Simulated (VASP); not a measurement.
# BeTe (F-43m) in VASP: band structure with r2SCAN

Aim: the band structure of BeTe with r2SCAN.

Everything below comes from runs of VASP 6.6.1. Logs are shortened: lines on timing, memory, paths and dates and some standing lists are left out, and cuts for length are marked.

## (1) The crystal as given

Symmetry: F-43m, No. 216, cubic system. The conventional cell has a = 5.662 Å, b = 5.662 Å, c = 5.662 Å, α = 90.00°, β = 90.00°, γ = 90.00°. Around Be (site symmetry -43m) lie 4 Te at 2.45 Å. Te (site symmetry -43m) is surrounded by 4 Be at 2.45 Å.

The cell was built by a generator and needn't be a form met in nature.

## (2) Band structure, r2SCAN

File INCAR:

```
ALGO     = Normal         # electronic algorithm
EDIFF    = 1E-7           # SCF threshold, eV
ENCUT    = 520            # plane-wave cutoff, eV
ISIF     = 2              # what is computed and relaxed
ISMEAR   = 0              # smearing method
LASPH    = T              # aspherical terms in the spheres
LCHARG   = F              # write CHGCAR
LMIXTAU  = T            
LREAL    = F              # projectors in reciprocal space
LWAVE    = F              # write WAVECAR
METAGGA  = R2SCAN         # meta-GGA
NBANDS   = 11             # bands
NELM     = 100            # most SCF steps
PREC     = Accurate       # precision mode
SIGMA    = 0.02           # smearing width, eV
```

File KPOINTS:

```
k-points
0
Gamma
  10 10 10
```

File POSCAR:

```
BeTe                                    
1.0
    0.0000000000      2.8312184032      2.8312184032
    2.8312184032      0.0000000000      2.8312184032
    2.8312184032      2.8312184032      0.0000000000
  Be              Te            
     1     1
Direct
     0.0000000000000000    0.0000000000000000    0.0000000000000000
     0.2500000000000000    0.2500000000000000    0.2500000000000000
```

File KPOINTS_OPT:

```
path GXWKGLUWLK,UX
20
line-mode
reciprocal
 0.0000000000  0.0000000000  0.0000000000  G
 0.5000000000  0.0000000000  0.5000000000  X

 0.5000000000  0.0000000000  0.5000000000  X
 0.5000000000  0.2500000000  0.7500000000  W

 0.5000000000  0.2500000000  0.7500000000  W
 0.3750000000  0.3750000000  0.7500000000  K

 0.3750000000  0.3750000000  0.7500000000  K
 0.0000000000  0.0000000000  0.0000000000  G

 0.0000000000  0.0000000000  0.0000000000  G
 0.5000000000  0.5000000000  0.5000000000  L

 0.5000000000  0.5000000000  0.5000000000  L
 0.6250000000  0.2500000000  0.6250000000  U

 0.6250000000  0.2500000000  0.6250000000  U
 0.5000000000  0.2500000000  0.7500000000  W

 0.5000000000  0.2500000000  0.7500000000  W
 0.5000000000  0.5000000000  0.5000000000  L

 0.5000000000  0.5000000000  0.5000000000  L
 0.3750000000  0.3750000000  0.7500000000  K

 0.6250000000  0.2500000000  0.6250000000  U
 0.5000000000  0.0000000000  0.5000000000  X
```

Potentials or basis: VASP PAW PBE potentials, release 64 (Be, Te).

Launch:

```
$ cat potpaw_PBE.64/Be/POTCAR potpaw_PBE.64/Te/POTCAR > POTCAR
$ mpirun -np 1 vasp_std > vasp.out
```

OUTCAR:

```text
EDIFF = 1E-7
   ENCUT = 520
   ISIF = 2
   ISMEAR = 0
   LASPH = T
   LREAL = F
   METAGGA = R2SCAN
   NELM = 100
   PREC = Accurate

 ion  position               nearest neighbor table
   1  0.000  0.000  0.000-   2 2.45   2 2.45   2 2.45   2 2.45
   2  0.250  0.250  0.250-   1 2.45   1 2.45   1 2.45   1 2.45

  LATTYP: Found a face centered cubic cell.
 ALAT       =     5.6624368064

  Lattice vectors:

 A1 = (   0.0000000000,   2.8312184032,   2.8312184032)
 A2 = (   2.8312184032,   0.0000000000,   2.8312184032)
 A3 = (   2.8312184032,   2.8312184032,   0.0000000000)

Analysis of symmetry for initial positions (statically):
=====================================================================
 Subroutine PRICEL returns:
 Original cell was already a primitive cell.

 Routine SETGRP: Setting up the symmetry group for a
 face centered cubic supercell.

 Subroutine GETGRP returns: Found 24 space group operations
 (whereof 24 operations were pure point group operations)
 out of a pool of 48 trial point group operations.

The static configuration has the point symmetry T_d .

Analysis of symmetry for dynamics (positions and initial velocities):
=====================================================================
 Subroutine PRICEL returns:
 Original cell was already a primitive cell.

 Routine SETGRP: Setting up the symmetry group for a
 face centered cubic supercell.

 Subroutine GETGRP returns: Found 24 space group operations
 (whereof 24 operations were pure point group operations)
 out of a pool of 48 trial point group operations.

The dynamic configuration has the point symmetry T_d .

 Subroutine INISYM returns: Found 24 space group operations
 (whereof 24 operations are pure point group operations),
 and found     1 'primitive' translations

----------------------------------------------------------------------------------------

                                     Primitive cell

  volume of cell :      45.3889

  direct lattice vectors                    reciprocal lattice vectors
     0.000000000  2.831218403  2.831218403    -0.176602412  0.176602412  0.176602412
     2.831218403  0.000000000  2.831218403     0.176602412 -0.176602412  0.176602412
     2.831218403  2.831218403  0.000000000     0.176602412  0.176602412 -0.176602412

  length of vectors
     4.003947464  4.003947464  4.003947464     0.305884351  0.305884351  0.305884351

  position of ions in fractional coordinates (direct lattice)
     0.000000000  0.000000000  0.000000000
     0.250000000  0.250000000  0.250000000

  ion indices of the primitive-cell ions
   primitive index   ion index
                 1           1
                 2           2

----------------------------------------------------------------------------------------

 KPOINTS: k-points

Automatic generation of k-mesh.
 Grid dimensions read from file:
 generate k-points for:   10   10   10

 Generating k-lattice:

  Cartesian coordinates                     Fractional coordinates (reciprocal lattice)
    -0.017660241  0.017660241  0.017660241     0.100000000  0.000000000  0.000000000
     0.017660241 -0.017660241  0.017660241     0.000000000  0.100000000  0.000000000
     0.017660241  0.017660241 -0.017660241     0.000000000  0.000000000  0.100000000

  Length of vectors
     0.030588435  0.030588435  0.030588435

  Shift w.r.t. Gamma in fractional coordinates (k-lattice)
     0.000000000  0.000000000  0.000000000

 Subroutine IBZKPT returns following result:
 ===========================================

 Found     47 irreducible k-points:

 Following reciprocal coordinates:
            Coordinates               Weight
  0.000000  0.000000  0.000000      1.000000
  0.100000  0.000000  0.000000      8.000000
  0.200000  0.000000  0.000000      8.000000
  0.300000  0.000000  0.000000      8.000000
  0.400000  0.000000  0.000000      8.000000
  0.500000  0.000000  0.000000      4.000000
[... 16 lines left out ...]
  0.300000  0.300000  0.000000      6.000000
  0.400000  0.300000  0.000000     24.000000
 [... further k-points ...]
   k-points           NKPTS =     47   k-points in BZ     NKDIM =     47   number of bands    NBANDS=     11
   number of dos      NEDOS =    301   number of ions     NIONS =      2
   total plane-waves  NPLWV =  27000
   dimension x,y,z NGX =    30 NGY =   30 NGZ =   30
   dimension x,y,z NGXF=    60 NGYF=   60 NGZF=   60
   ions per type =               1   1
   NGX,Y,Z   is equivalent  to a cutoff of  12.46, 12.46, 12.46 a.u.
   NGXF,Y,Z  is equivalent  to a cutoff of  24.91, 24.91, 24.91 a.u.
 SYSTEM =  unknown system
   PREC   = accura    normal or accurate (medium, high low for compatibility)
   ISTART =      0    job   : 0-new  1-cont  2-samecut
   ICHARG =      2    charge: 1-file 2-atom 10-const
   ISPIN  =      1    spin polarized calculation?
   LNONCOLLINEAR =      F non collinear calculations
   LSORBIT =      F    spin-orbit coupling
   LASPH  =      T    aspherical Exc in radial PAW
   ENCUT  =  520.0 eV  38.22 Ry    6.18 a.u.   7.44  7.44  7.44*2*pi/ulx,y,z
   NELM   =    100;   NELMIN=  2; NELMDL= -5     # of ELM steps
   EDIFF  = 0.1E-06   stopping-criterion for ELM
   LREAL  =      F    real-space projection
   EDIFFG = 0.1E-05   stopping-criterion for IOM
   NSW    =      0    number of steps for IOM
   IBRION =     -1    ionic relax: 0-MD 1-quasi-New 2-CG
   NFREE  =      0    steps in history (QN), initial steepest desc. (CG)
   ISIF   =      2    stress and relaxation
   ISYM   =      2    0-nonsym 1-usesym 2-fastsym
   POTIM  = 0.5000    time-step for ionic-motion
   TEBEG  =    0.0;   TEEND  =   0.0 temperature during run
   PSTRESS=    0.0 pullay stress
   NELECT =       8.0000    total number of electrons
   NUPDOWN=      -1.0000    fix difference up-down
   EMIN   =  10.00;   EMAX   =-10.00  energy-range for DOS
   EFERMI =   0.00;   METHOD = LEGACY
   ISMEAR =     0;   SIGMA  =   0.02  broadening in eV -4-tet -1-fermi 0-gaus
   EFERMI_NEDOS =   21; number of points for ismear=-14 and -15
   IALGO  =     38    algorithm
   IMIX   =      4    mixing-type and parameters
     AMIX     =   0.40;   BMIX     =  1.00
     AMIX_MAG =   1.60;   BMIX_MAG =  1.00
  volume/ion in A,a.u.               =      22.69       153.15
  Fermi-wavevector in a.u.,A,eV,Ry     =   0.917885  1.734551 11.463076  0.842512
  Thomas-Fermi vector in A             =   2.042904
   LORBIT       =      0    0 simple, 1 ext, 2 COOP (PROOUT), +10 PAW based schemes
   METAGGA = R2SCAN    functional components
   LHFCALC =     F    Hartree Fock is set to
   AEXX    =    0.0000 exact exchange contribution
   IVDW    =     0    specifies the selected vdW correction
   LEPSILON=     F    determine dielectric tensor
   LRPA    =     F    only Hartree local field effects (RPA)
 non-spin polarized calculation
 Gauss-broadening in eV      SIGMA  =   0.02
  energy-cutoff  :      520.00
  volume of cell :       45.39
 maximum number of plane-waves:      1243
 NGX is ok and might be reduce to    30
   NGX = 15   NGY = 15   NGZ = 15

 number of electron       8.0000000 magnetization

 Free energy of the ion-electron system (eV)
  ---------------------------------------------------
  ext. energy  EPLUGINS =         0.00000000
  ---------------------------------------------------
  free energy    TOTEN  =       -30.68545551 eV

  energy without entropy =      -30.68545551  energy(sigma->0) =      -30.68545551

 E-fermi :   4.9287     XC(G=0):  -9.4114

 val. band max:        4.7557670842   @ k =   0.0000   0.0000   0.0000
 cond. band min:       7.1305832716   @ k =   0.5000   0.5000   0.0000
 fundamental gap:      2.3748161875
 Fermi energy:         4.9286570061

 k-point     1 :       0.0000    0.0000    0.0000
  band No.  band energies     occupation
      1      -7.9210      2.00000
      2       4.7558      2.00000
      3       4.7558      2.00000
      4       4.7558      2.00000
      5       8.7878      0.00000
      6       8.7878      0.00000
      7       8.7878      0.00000
      8       9.1386      0.00000
      9      13.7645      0.00000
     10      15.4703      0.00000
     11      15.4703      0.00000

 k-point     2 :       0.1000    0.0000    0.0000
  band No.  band energies     occupation
      1      -7.8219      2.00000
      2       3.8411      2.00000
      3       4.5996      2.00000
      4       4.5996      2.00000
      5       8.7976      0.00000
      6       9.0238      0.00000
      7       9.0238      0.00000
      8       9.9810      0.00000
      9      14.0813      0.00000
     10      14.7818      0.00000
     11      14.7818      0.00000

 k-point     3 :       0.2000    0.0000    0.0000
  band No.  band energies     occupation
      1      -7.5389      2.00000
      2       2.2018      2.00000
      3       4.2585      2.00000
      4       4.2585      2.00000
      5       8.6191      0.00000
      6       9.4966      0.00000
      7       9.4966      0.00000
      8      11.6205      0.00000
      9      14.2743      0.00000
     10      14.2743      0.00000
     11      14.5235      0.00000

 k-point     4 :       0.3000    0.0000    0.0000
  band No.  band energies     occupation
      1      -7.1253      2.00000
      2       0.6596      2.00000
      3       3.9215      2.00000
      4       3.9215      2.00000
      5       8.4320      0.00000
      6       9.7846      0.00000
      7       9.7846      0.00000
      8      12.9683      0.00000
      9      14.5960      0.00000
     10      14.6168      0.00000
     11      14.6168      0.00000
[... 239 lines left out ...]
 k-point    22 :      -0.2000    0.2000    0.0000
  band No.  band energies     occupation
      1      -6.9831      2.00000
      2       0.9626      2.00000
      3       2.2768      2.00000
      4       3.9821      2.00000
      5       9.2576      0.00000
      6      10.0343      0.00000
      7      10.6064      0.00000
      8      11.5960      0.00000
      9      13.3400      0.00000
     10      15.8358      0.00000
     11      16.7095      0.00000

 k-point    23 :       0.3000    0.3000    0.0000
  band No.  band energies     occupation
      1      -6.8491      2.00000
      2       1.1128      2.00000
      3       2.7182      2.00000
      4       2.7182      2.00000
      5       7.5312      0.00000
      6       9.0005      0.00000
      7      12.5852      0.00000
      8      12.5852      0.00000
      9      14.9247      0.00000
     10      16.9491      0.00000
     11      17.0834      0.00000

 k-point    24 :       0.4000    0.3000    0.0000
  band No.  band energies     occupation
      1      -6.5155      2.00000
      2       0.4007      2.00000
      3       2.2321      2.00000
      4       2.5020      2.00000
      5       7.6440      0.00000
      6       8.8443      0.00000
      7      12.8971      0.00000
      8      13.0901      0.00000
      9      16.2258      0.00000
     10      17.4516      0.00000
     11      17.6121      0.00000

 [... further k-points ...]
[... 5 lines left out ...]
  --------------------------------------------------------------------------------------
  -------------------------------------------------------------------------------------
  Total        0.0004758      0.0004758      0.0004758      0.0000000     -0.0000000      0.0000000
  in kB        0.0167936      0.0167936      0.0167936      0.0000000     -0.0000000      0.0000000
  external PRESSURE =       0.0167936 kB  Pullay stress =       0.0000000 kB

 VOLUME and BASIS-vectors are now :
 -----------------------------------------------------------------------------
  energy-cutoff  :      520.00
  volume of cell :       45.39
      direct lattice vectors                 reciprocal lattice vectors
     0.000000000  2.831218403  2.831218403    -0.176602412  0.176602412  0.176602412
     2.831218403  0.000000000  2.831218403     0.176602412 -0.176602412  0.176602412
     2.831218403  2.831218403  0.000000000     0.176602412  0.176602412 -0.176602412

 POSITION                                       TOTAL-FORCE (eV/Angst)
 -----------------------------------------------------------------------------------
      0.00000      0.00000      0.00000         0.000000     -0.000000     -0.000000
      1.41561      1.41561      1.41561        -0.000000      0.000000      0.000000
 -----------------------------------------------------------------------------------
    total drift:                                0.000000      0.000000      0.000000

  FREE ENERGIE OF THE ION-ELECTRON SYSTEM (eV)
  ---------------------------------------------------
  free  energy   TOTEN  =       -30.6854555078 eV

  energy  without entropy=      -30.6854555078  energy(sigma->0) =      -30.68545551
```

Wall time 2.6 min (1 thread of Intel Xeon 6975P-C (Granite Rapids), shared host); peak memory 0.19 GiB.

What came out:

```yaml
Free_energy: -30.6855 eV
Pressure: 0.0 GPa
Band_gap_on_the_k_mesh: 2.37 eV, indirect (least direct gap 4.03 eV)
Band_gap_along_the_path: 2.37 eV, indirect (least direct gap 4.03 eV)
```

Levels at the corners of the path, in eV from the valence-band top:
```
point  band 1  band 2  band 3  band 4  band 5  band 6  band 7  band 8  band 9
    Γ  -12.68    0.00    0.00    0.00    4.03    4.03    4.03    4.38    9.01
    X  -10.76   -5.25   -2.68   -2.68    2.37    3.01   10.47   10.47   12.42
    X  -10.76   -5.25   -2.68   -2.68    2.37    3.01   10.47   10.47   12.42
    W  -10.72   -4.72   -3.74   -3.23    5.66    6.08    6.18    6.59   11.60
    W  -10.72   -4.72   -3.74   -3.23    5.66    6.08    6.18    6.59   11.60
    K  -10.78   -4.89   -3.92   -2.26    3.10    5.73    8.49    8.86    9.69
    K  -10.78   -4.89   -3.92   -2.26    3.10    5.73    8.49    8.86    9.69
    Γ  -12.68    0.00    0.00    0.00    4.03    4.03    4.03    4.38    9.01
    Γ  -12.68    0.00    0.00    0.00    4.03    4.03    4.03    4.38    9.01
    L  -11.28   -5.66   -1.14   -1.14    3.51    5.02    5.02    8.47   11.70
    L  -11.28   -5.66   -1.14   -1.14    3.51    5.02    5.02    8.47   11.70
    U  -10.78   -4.89   -3.92   -2.26    3.10    5.73    8.49    8.86    9.69
    U  -10.78   -4.89   -3.92   -2.26    3.10    5.73    8.49    8.86    9.69
    W  -10.72   -4.72   -3.74   -3.23    5.66    6.08    6.18    6.59   11.60
    W  -10.72   -4.72   -3.74   -3.23    5.66    6.08    6.18    6.59   11.60
    L  -11.28   -5.66   -1.14   -1.14    3.51    5.02    5.02    8.47   11.70
    L  -11.28   -5.66   -1.14   -1.14    3.51    5.02    5.02    8.47   11.70
    K  -10.78   -4.89   -3.92   -2.26    3.10    5.73    8.49    8.86    9.69
    U  -10.78   -4.89   -3.92   -2.26    3.10    5.73    8.49    8.86    9.69
    X  -10.76   -5.25   -2.68   -2.68    2.37    3.01   10.47   10.47   12.42
```

Caveat: the PAW data sets were made with another functional, which shifts forces and pressure a little; spin-orbit coupling is left out, which moves the levels of the heavy elements.
